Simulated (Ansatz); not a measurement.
# 1T-SnSTe monolayer in a perpendicular field, part 3 of 4

Aim: how the 1T-SnSTe monolayer screens a field along its normal, and what the field does to its bands. A positive field points along +c.

Ansatz 0.2.0; plane-wave DFT, RPBE-D3(BJ), Ansatz PAW (the session's first sound run).

So far. Step 8 (Atoms held, field 0.3 V/Å): The dipole is 0.0532 e·Å, 0.105 e·Å from its value without field.

### Step 9. Response, atoms held

This step: plane-wave DFT, RPBE-D3(BJ), Ansatz PAW; response to a field along the normal, atoms held (Ansatz 0.2.0).

The dipoles give the slope, and the difference of two potentials shows where the field is screened.

This step gave:

```
equivalent conductor thickness p/(ε₀AE) : 5.679 Å
distance between the outer atoms        : 3.381 Å
```

The dipole of the cell by applied field:

```tsv
applied field (V/Å)	dipole of the cell (e·Å)
-0.050	-0.0689
0.000	-0.0515
0.050	-0.0341
0.100	-0.0166
0.200	0.0183
0.300	0.0532
```

Local field over the applied field, running mean. From the potentials at -0.05 and 0.05 V/Å; running mean over 2.5 Å. Table of local field over applied field by z:

z (Å), local field over applied field and a bar:
```
      4.5      0.997 ##############################
      5.0      0.992 ##############################
      5.5      0.978 #############################
      6.0      0.943 ############################
      6.5      0.865 ##########################
      7.0      0.727 ######################
      7.5      0.552 ################
      8.0      0.374 ###########
      8.5      0.207 ######
      9.0      0.082 ##
      9.5      0.033 
     10.0      0.028 
     10.5      0.027 
     11.0      0.035 
     11.5      0.061 #
     12.0      0.108 ##
     12.5      0.211 ######
     13.0      0.371 ###########
     13.5      0.551 ################
     14.0      0.724 ######################
     14.5      0.865 ##########################
     15.0      0.946 ############################
     15.5      0.980 #############################
     16.0      0.993 ##############################
     16.5      0.998 ##############################
     17.0      0.999 ##############################
```

Electrons, planar mean, per unit field. Table of induced electron density by z:

z (Å), induced electron density (e/Å³ per V/Å) and a bar from the least value:
```
      4.5    0.00001 ###############
      5.0    0.00004 ###############
      5.5    0.00011 ################
      6.0    0.00029 ################
      6.5    0.00069 ##################
      7.0    0.00165 ######################
      7.5    0.00322 #############################
      8.0    0.00337 ##############################
      8.5    0.00102 ####################
      9.0    0.00047 #################
      9.5    0.00063 ##################
     10.0   -0.00057 #############
     10.5   -0.00086 ###########
     11.0    0.00033 #################
     11.5    0.00060 ##################
     12.0   -0.00065 ############
     12.5   -0.00102 ###########
     13.0   -0.00307 #
     13.5   -0.00341 
     14.0   -0.00175 #######
     14.5   -0.00070 ############
     15.0   -0.00026 ##############
     15.5   -0.00009 ###############
     16.0   -0.00003 ###############
     16.5   -0.00001 ###############
     17.0    0.00000 ###############
```

By hand: between -0.05 and 0.05 V/Å the dipole changes by 0.03485 e·Å, a slope of 0.3485 e·Å²/V. A perfect conductor of thickness t has p = ε₀AEt, so t = 180.95 × 0.3485 / 11.108 = 5.68 Å (e/ε₀ = 180.95 V·Å, A in Å²).

The induced dipole is that of a conductor 5.68 Å thick.

### Step 10. Same geometry, cutoff 420 eV, functional LDA

This step: plane-wave DFT, LDA, Ansatz PAW (Ansatz 0.2.0).

The geometry is kept and the functional is LDA; other changes against the main runs: SCF threshold 1.0e-10 → 1.0e-09 eV, k-mesh 12×12×1 → 6×6×1 and no dispersion term, which doesn't act on the electrons.

File input.yaml:

```yaml
crystal:
  lattice:
    - [3.5813739929, 0.0, 0.0]
    - [-1.7906869964, 3.1015608583, 0.0]
    - [0.0, 0.0, 21.3807671281]
  atoms:
    - { symbol: Te, position: [0.6666666667, 0.3333333333, 0.4209390592] }
    - { symbol: Sn, position: [0.0, 0.0, 0.5106481334] }
    - { symbol: S, position: [0.3333333333, 0.6666666667, 0.5790609408] }
kpoints:
  mp_grid: { grid: [6, 6, 1] }
hamiltonian:
  xc: lda
scf:
  occupations: { method: fermi_dirac, width: 0.05 }
  convergence: { dr2_threshold: 1.0e-09 }
efield:
  axis: 3
  dipole_correction: true
  ramp_position: 0.97
  ramp_width: 0.06
  amplitude: 0.1
output:
  write_potential: true
  write_density: true
  volumetric_format: npy
```

On the command line:

```
> ansatz run input.yaml --threads 2 --pin off --max-ram 3072MiB --backend cpu --events-out ev --progress --plain --runs-dir out
```

Numbers of over 12 decimals in the logs are rounded to 6 here.

What it wrote:

```text
[...]
Crystal: 3 atoms, lattice volume = 237.494 Å³
Basis set: ecut = 420 eV, 4553 PW (Γ)
Bands: 22, of which v1, the nominal top of the filled ones, is band 18 counted from 1 (17 counted from 0)
Symmetry: 6 space group operations
[...]
k-points: 7 of 36 (time reversal used)
[...]
SCF iter   1: F=—  HF=-13576.657609 eV  |F-HF|=—  |Δ(HF+E_count)|=         —  Δρ=1.66e-2  dr2=1.20e0  ethr=3.10e-3  p=0.035 e·Å  D=2.69e-2 V/Å  ΔV_dip=-0.58 eV  dr2_dipole=1.13e-1  V_vac-E_F(+/−)=6.03/4.67 eV  ⟨swp⟩=10.1  Hψ=959  notcnv=0
[...]
SCF iter  12: F=-13576.331942 eV  HF=-13576.331942 eV  |F-HF|=2.36e-11  |Δ(HF+E_count)|=  5.13e-10  Δρ=2.02e-7  dr2=2.14e-10  ethr=2.78e-12  p=-0.015 e·Å  D=-1.11e-2 V/Å  ΔV_dip=0.24 eV  dr2_dipole=2.01e-11  V_vac-E_F(+/−)=5.76/3.58 eV  ⟨swp⟩=4.4  Hψ=420  notcnv=0
SCF 1 converged in 12 iterations: F = -13576.331942 eV  dr2 = 2.14e-10
[...]
SCF converged after 12 iterations
Free energy (F): -13576.331942 eV
[...]
Internal energy: -13576.306881 eV  (E = F + TS)
E sigma→0 (E₀):  -13576.319411 eV
Entropy (-TS):   -0.025061 eV (-8.354 meV/atom)
Fermi energy:    -0.138241 eV
Dipole field:    D = -0.011087 V/Å  (p = -0.014552 e·Å, saw-weighted, corrected)
Work function:   not extracted (applied field tilts the vacuum); planar V_es + V_field profile in the machine report
[...]
--- Band table (eV; the first three rows and the last of 7) ---
  k-point 0: bands = [... 14 lower, -2.1493, -2.1493, 0.3770, 0.3770, 0.6119, 2.8719, 3.7750, 3.7750]
  k-point 1: bands = [... 14 lower, -3.1756, -2.6007, -1.8652, -0.1296, 1.2430, 2.6746, 3.8622, 4.3462]
  k-point 2: bands = [... 14 lower, -4.2036, -3.3397, -2.5860, -0.8345, -0.0771, 2.7074, 3.5676, 4.2085]
  k-point 6: bands = [... 14 lower, -5.2967, -5.2890, -2.9608, -2.3163, -0.1229, 2.8865, 3.4625, 4.7438]
```

It took 6.7 s on 2 threads of Arm Neoverse N1, shared host; peak memory 0.38 GiB.

Numbers from this step:

```
energy at zero smearing : -13576.3194 eV
dipole along the normal : -0.01455 e·Å
```

The dipole is -0.0146 e·Å.

### Step 11. Same geometry, cutoff 420 eV, functional LDA (run 2)

The same run in the opposite field.

input.yaml: that of step 10 with these lines changed.

```diff
@@ -21,3 +21,3 @@
   ramp_width: 0.06
-  amplitude: 0.1
+  amplitude: -0.1
 output:
```

What it wrote:

```text
[...]
Crystal: 3 atoms, lattice volume = 237.494 Å³
Basis set: ecut = 420 eV, 4553 PW (Γ)
Bands: 22, of which v1, the nominal top of the filled ones, is band 18 counted from 1 (17 counted from 0)
Symmetry: 6 space group operations
[...]
k-points: 7 of 36 (time reversal used)
[...]
--- Band table (eV; the first three rows and the last of 7) ---
  k-point 0: bands = [... 14 lower, -2.1335, -2.1335, 0.4109, 0.4109, 0.6427, 3.0083, 3.8005, 3.8005]
  k-point 1: bands = [... 14 lower, -3.1539, -2.5837, -1.8324, -0.0968, 1.2770, 2.7401, 4.0815, 4.3723]
  k-point 2: bands = [... 14 lower, -4.1769, -3.3211, -2.5593, -0.8031, -0.0505, 2.7575, 3.5901, 4.2463]
  k-point 6: bands = [... 14 lower, -5.2723, -5.2633, -2.9431, -2.2791, -0.0925, 2.9213, 3.4916, 4.7834]
[key lines of the parts left out:]
SCF converged after 12 iterations
Free energy (F): -13576.341852 eV
Fermi energy:    -0.108043 eV
Dipole field:    D = -0.064395 V/Å  (p = -0.084517 e·Å, saw-weighted, corrected)
```

Elapsed: 6.3 s, on 2 threads; peak memory 0.38 GiB; 10 s of CPU time.

The dipole is -0.0845 e·Å.

### Step 12. Response at this level

This step: plane-wave DFT, LDA, Ansatz PAW; response to a field along the normal, atoms held (Ansatz 0.2.0).

The two signs of the field give the slope at this level.

Numbers from this step:

* equivalent conductor thickness p/(ε₀AE): 5.699 Å

The induced dipole is that of a conductor 5.70 Å thick.

### Step 13. Same geometry, cutoff 420 eV, functional PBE

This step: plane-wave DFT, PBE, Ansatz PAW (Ansatz 0.2.0).

The geometry is kept and the functional is PBE; other changes against the main runs: SCF threshold 1.0e-10 → 1.0e-09 eV, k-mesh 12×12×1 → 6×6×1 and no dispersion term, which doesn't act on the electrons.

input.yaml: that of step 11 with these lines changed.

```diff
@@ -12,3 +12,3 @@
 hamiltonian:
-  xc: lda
+  xc: pbe
 scf:
@@ -21,3 +21,3 @@
   ramp_width: 0.06
-  amplitude: -0.1
+  amplitude: 0.1
 output:
```

What it wrote:

```text
[...]
Crystal: 3 atoms, lattice volume = 237.494 Å³
Basis set: ecut = 420 eV, 4553 PW (Γ)
Bands: 22, of which v1, the nominal top of the filled ones, is band 18 counted from 1 (17 counted from 0)
Symmetry: 6 space group operations
[...]
k-points: 7 of 36 (time reversal used)
[...]
--- Band table (eV; the first three rows and the last of 7) ---
  k-point 0: bands = [... 14 lower, -1.9574, -1.9574, 0.6916, 0.6916, 0.9999, 3.1420, 3.9302, 4.1249]
  k-point 1: bands = [... 14 lower, -2.9320, -2.3948, -1.5567, 0.1699, 1.5882, 2.9974, 4.0171, 4.6440]
  k-point 2: bands = [... 14 lower, -3.9359, -3.1168, -2.3459, -0.5506, 0.2819, 3.0476, 3.8811, 4.4746]
  k-point 6: bands = [... 14 lower, -5.0407, -5.0133, -2.7236, -2.0660, 0.2286, 3.1870, 3.7951, 5.0820]
[key lines of the parts left out:]
SCF converged after 11 iterations
Free energy (F): -13906.151944 eV
Fermi energy:    0.188316 eV
Dipole field:    D = -0.011721 V/Å  (p = -0.015384 e·Å, saw-weighted, corrected)
```

Elapsed: 6.1 s, on 2 threads; peak memory 0.39 GiB; 9.9 s of CPU time.

The dipole is -0.0154 e·Å.

### Step 14. Same geometry, cutoff 420 eV, functional PBE (run 2)

The same run in the opposite field.

input.yaml: that of step 13 with these lines changed.

```diff
@@ -21,3 +21,3 @@
   ramp_width: 0.06
-  amplitude: 0.1
+  amplitude: -0.1
 output:
```

What it wrote:

```text
[...]
Crystal: 3 atoms, lattice volume = 237.494 Å³
Basis set: ecut = 420 eV, 4553 PW (Γ)
Bands: 22, of which v1, the nominal top of the filled ones, is band 18 counted from 1 (17 counted from 0)
Symmetry: 6 space group operations
[...]
k-points: 7 of 36 (time reversal used)
[...]
--- Band table (eV; the first three rows and the last of 7) ---
  k-point 0: bands = [... 14 lower, -1.9414, -1.9414, 0.7273, 0.7273, 1.0335, 3.3408, 4.1514, 4.1514]
  k-point 1: bands = [... 14 lower, -2.9091, -2.3777, -1.5221, 0.2046, 1.6246, 3.0787, 4.3295, 4.6101]
  k-point 2: bands = [... 14 lower, -3.9081, -3.0980, -2.3178, -0.5174, 0.3098, 3.1023, 3.9037, 4.5172]
  k-point 6: bands = [... 14 lower, -5.0155, -4.9864, -2.7048, -2.0272, 0.2604, 3.2233, 3.8263, 5.1233]
[key lines of the parts left out:]
SCF converged after 11 iterations
Free energy (F): -13906.162003 eV
Fermi energy:    0.220597 eV
Dipole field:    D = -0.064899 V/Å  (p = -0.085178 e·Å, saw-weighted, corrected)
```

It took 6.4 s on 2 threads; peak memory 0.39 GiB.

The dipole is -0.0852 e·Å.

### Step 15. Response at this level

This step: plane-wave DFT, PBE, Ansatz PAW; response to a field along the normal, atoms held (Ansatz 0.2.0).

The induced dipole is that of a conductor 5.68 Å thick.

### Step 16. Same geometry, cutoff 500 eV, functional r2SCAN

This step: plane-wave DFT, r2SCAN, Ansatz PAW (Ansatz 0.2.0).

The geometry is kept and the functional is r2SCAN; other changes against the main runs: SCF threshold 1.0e-10 → 1.0e-09 eV, cutoff 420 → 500, k-mesh 12×12×1 → 6×6×1 and no dispersion term, which doesn't act on the electrons.

input.yaml: that of step 14 with these lines changed.

```diff
@@ -12,3 +12,3 @@
 hamiltonian:
-  xc: pbe
+  xc: r2scan
 scf:
@@ -21,3 +21,3 @@
   ramp_width: 0.06
-  amplitude: -0.1
+  amplitude: 0.1
 output:
```

What it wrote:

```text
[...]
Crystal: 3 atoms, lattice volume = 237.494 Å³
Basis set: ecut = 500 eV, 6101 PW (Γ), exchange–correlation on 108×108×640 points (64 copies of the dense FFT grid, shifted against one another)
Bands: 22, of which v1, the nominal top of the filled ones, is band 18 counted from 1 (17 counted from 0)
Symmetry: 6 space group operations
[...]
--- Band table (eV; the first three rows and the last of 7) ---
  k-point 0: bands = [... 14 lower, -2.2932, -2.2932, 0.6040, 0.6040, 1.2058, 3.5150, 4.1869, 4.2709]
  k-point 1: bands = [... 14 lower, -3.2426, -2.7374, -1.6832, 0.0540, 1.7153, 3.2716, 4.3110, 4.8778]
  k-point 2: bands = [... 14 lower, -4.2323, -3.4753, -2.6207, -0.7090, 0.3335, 3.3085, 4.1505, 4.7526]
  k-point 6: bands = [... 14 lower, -5.3549, -5.3439, -2.9948, -2.3206, 0.2694, 3.3969, 4.0210, 5.3376]
[key lines of the parts left out:]
SCF converged after 10 iterations
Free energy (F): -13939.371696 eV
Fermi energy:    0.123458 eV
Dipole field:    D = -0.010397 V/Å  (p = -0.013646 e·Å, saw-weighted, corrected)
```

Run time: 18 s. Hardware: 2 threads; peak memory 0.76 GiB.

The dipole is -0.0136 e·Å.

### Step 17. Same geometry, cutoff 500 eV, functional r2SCAN (run 2)

The same run in the opposite field.

input.yaml: that of step 16 with these lines changed.

```diff
@@ -21,3 +21,3 @@
   ramp_width: 0.06
-  amplitude: 0.1
+  amplitude: -0.1
 output:
```

What it wrote:

```text
[...]
Crystal: 3 atoms, lattice volume = 237.494 Å³
Basis set: ecut = 500 eV, 6101 PW (Γ), exchange–correlation on 108×108×640 points (64 copies of the dense FFT grid, shifted against one another)
Bands: 22, of which v1, the nominal top of the filled ones, is band 18 counted from 1 (17 counted from 0)
Symmetry: 6 space group operations
[...]
--- Band table (eV; the first three rows and the last of 7) ---
  k-point 0: bands = [... 14 lower, -2.2809, -2.2809, 0.6436, 0.6436, 1.2395, 3.7338, 4.2970, 4.2970]
  k-point 1: bands = [... 14 lower, -3.2201, -2.7236, -1.6454, 0.0921, 1.7508, 3.3498, 4.6725, 4.9046]
  k-point 2: bands = [... 14 lower, -4.2038, -3.4594, -2.5918, -0.6727, 0.3617, 3.3622, 4.1733, 4.7928]
  k-point 6: bands = [... 14 lower, -5.3273, -5.3190, -2.9759, -2.2796, 0.3020, 3.4342, 4.0514, 5.3777]
[key lines of the parts left out:]
SCF converged after 9 iterations
Free energy (F): -13939.381318 eV
Fermi energy:    0.160279 eV
Dipole field:    D = -0.062897 V/Å  (p = -0.082551 e·Å, saw-weighted, corrected)
```

The job ended after 17 s (2 threads; peak memory 0.77 GiB; 29 s of CPU time).

The dipole is -0.0826 e·Å.

### Step 18. Response at this level

This step: plane-wave DFT, r2SCAN, Ansatz PAW; response to a field along the normal, atoms held (Ansatz 0.2.0).

The induced dipole is that of a conductor 5.61 Å thick.

### Step 19. Same geometry, cutoff 420 eV, functional HSE06

This step: plane-wave DFT, HSE06, Ansatz PAW (Ansatz 0.2.0).

The geometry is kept and the functional is HSE06; other changes against the main runs: SCF threshold 1.0e-10 → 1.0e-09 eV, k-mesh 12×12×1 → 6×6×1 and no dispersion term, which doesn't act on the electrons.

input.yaml: that of step 17 with these lines changed.

```diff
@@ -12,3 +12,3 @@
 hamiltonian:
-  xc: r2scan
+  xc: hse06
 scf:
@@ -21,3 +21,3 @@
   ramp_width: 0.06
-  amplitude: -0.1
+  amplitude: 0.1
 output:
```

What it wrote:

```text
[...]
Crystal: 3 atoms, lattice volume = 237.494 Å³
Basis set: ecut = 420 eV, 4553 PW (Γ)
Bands: 22, of which v1, the nominal top of the filled ones, is band 18 counted from 1 (17 counted from 0)
Symmetry: 6 space group operations
[...]
k-points: 7 of 36 (time reversal used)
[...]
k-point 0: bands = [... 14 lower, -2.6454, -2.6454, 0.5586, 0.5586, 1.3015, 3.3751]
  k-point 1: bands = [... 14 lower, -3.6135, -3.1114, -1.9282, -0.0525, 1.8969, 3.2918]
  k-point 2: bands = [... 14 lower, -4.6794, -3.8895, -2.9419, -0.8950, 0.4346, 3.3850]
  k-point 6: bands = [... 14 lower, -5.9244, -5.8615, -3.3896, -2.5789, 0.4039, 3.5267]
  guard bands above this table: 2 of the run's 22 bands. The solve was not asked for them (output.publish_guard_bands: true or output.eigenvalues: true publishes all)
[key lines of the parts left out:]
Free energy (F): -13915.285689 eV
Fermi energy:    0.027828 eV
Dipole field:    D = -0.009902 V/Å  (p = -0.012996 e·Å, saw-weighted, corrected)
```

Run time: 1.8 min. Hardware: 2 threads; peak memory 2.6 GiB; 2.9 min of CPU time.

The dipole is -0.0130 e·Å.

### Step 20. Same geometry, cutoff 420 eV, functional HSE06 (run 2)

The same run in the opposite field.

input.yaml: that of step 19 with these lines changed.

```diff
@@ -21,3 +21,3 @@
   ramp_width: 0.06
-  amplitude: 0.1
+  amplitude: -0.1
 output:
```

What it wrote:

```text
[...]
Crystal: 3 atoms, lattice volume = 237.494 Å³
Basis set: ecut = 420 eV, 4553 PW (Γ)
Bands: 22, of which v1, the nominal top of the filled ones, is band 18 counted from 1 (17 counted from 0)
Symmetry: 6 space group operations
[...]
k-points: 7 of 36 (time reversal used)
[...]
--- Band table (eV; the first three rows and the last of 7) ---
  k-point 0: bands = [... 14 lower, -2.6339, -2.6339, 0.6002, 0.6002, 1.3358, 3.6516]
  k-point 1: bands = [... 14 lower, -3.5897, -3.0983, -1.8884, -0.0124, 1.9354, 3.3945]
  k-point 2: bands = [... 14 lower, -4.6503, -3.8742, -2.9114, -0.8569, 0.4633, 3.4462]
  k-point 6: bands = [... 14 lower, -5.8989, -5.8329, -3.3698, -2.5364, 0.4376, 3.5656]
[...]
[key lines of the parts left out:]
Free energy (F): -13915.295176 eV
Fermi energy:    0.067874 eV
Dipole field:    D = -0.062351 V/Å  (p = -0.081834 e·Å, saw-weighted, corrected)
```

It took 1.9 min on 2 threads; peak memory 2.6 GiB; 3.2 min of CPU time.

The dipole is -0.0818 e·Å.

### Step 21. Comparing the runs

Times are for 2 threads of Arm Neoverse N1, shared host. Results by setting:

```tsv
no.	functional	field	dipole along the normal (e·Å)	time	memory (GiB)
1	lda	0.1 V/Å	-0.01455	6.7 s	0.38
2	lda	-0.1 V/Å	-0.08452	6.3 s	0.38
3	pbe	0.1 V/Å	-0.01538	6.1 s	0.39
4	pbe	-0.1 V/Å	-0.08518	6.4 s	0.39
5	r2scan	0.1 V/Å	-0.01365	18 s	0.76
6	r2scan	-0.1 V/Å	-0.08255	17 s	0.77
7	hse06	0.1 V/Å	-0.01300	1.8 min	2.6
8	hse06	-0.1 V/Å	-0.08183	1.9 min	2.6
```

### Step 22. Response at this level

This step: plane-wave DFT, HSE06, Ansatz PAW; response to a field along the normal, atoms held (Ansatz 0.2.0).

The induced dipole is that of a conductor 5.61 Å thick.

(Part 3 of 4 ends here.)

[Logs are printed without paths, hosts, clocks, repeated set-up lines and the standing remarks that a program may print on its own settings, such as how far it seeks lower states.]

[Hosts, paths, dates, database ids (printed as entryN), source tags and the programs' standing remarks are cut or masked in the printed files.]

[Maps of the electrostatic potential energy from Ansatz leave out the sawtooth potential of an applied field or a dipole correction, so their vacuum need not be flat; planar profiles and work functions include it.]
